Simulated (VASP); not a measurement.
Cu:

```
Cu
1.0
     2.53076    0.00000    0.00000
    -1.26538    2.19171    0.00000
     0.00000    0.00000    8.26182
Cu
4
Direct
  0.00000 0.00000 0.00000
  0.33333 0.66667 0.25000
  0.00000 0.00000 0.50000
  0.66667 0.33333 0.75000
```

This isn't the form of Cu at room conditions, which is fcc.

```yaml
Program: VASP 6.6.1
Task: relaxation of cell and atoms
Functional: PBE
Potentials_or_basis: VASP PAW PBE potentials, release 64 (Cu)
Cutoff: 600 eV
k_mesh: 18 × 18 × 6
Occupations: gaussian, width 0.1 eV
Spin: no spin polarisation
```

At the start: pressure 7.6 GPa; volume 11.46 Å³/atom.

Q: Where does the relaxation end?

A: Over 9 steps the energy falls by 12.3 meV/atom and the volume is 12.01 Å³/atom (+4.8 %); space group P6_3/mmc (No. 194, to 0.05 Å).

Step by step:
```
step  energy change (eV)  largest force (eV/Å)  pressure (GPa)  volume (Å³)
   1              0.0000                0.0000            7.58        45.83
   2             -0.0319                0.0000           -4.68        49.52
   3             -0.0494                0.0000           -0.23        48.08
   4             -0.0493                0.0000            0.12        48.01
   5             -0.0493                0.0000            0.26        48.01
   6             -0.0493                0.0000            0.23        48.02
   7             -0.0493                0.0000            0.19        48.02
   8             -0.0493                0.0000            0.11        48.02
   9             -0.0494                0.0000            0.02        48.04
```

Final structure:
```
CELL_PARAMETERS angstrom
2.56991 0.00000 0.00000
-1.28496 2.22561 0.00000
0.00000 0.00000 8.39850
ATOMIC_POSITIONS crystal
Cu 0.00000 0.00000 0.00000
Cu 0.33333 0.66667 0.25000
Cu 0.00000 0.00000 0.50000
Cu 0.66667 0.33333 0.75000
```
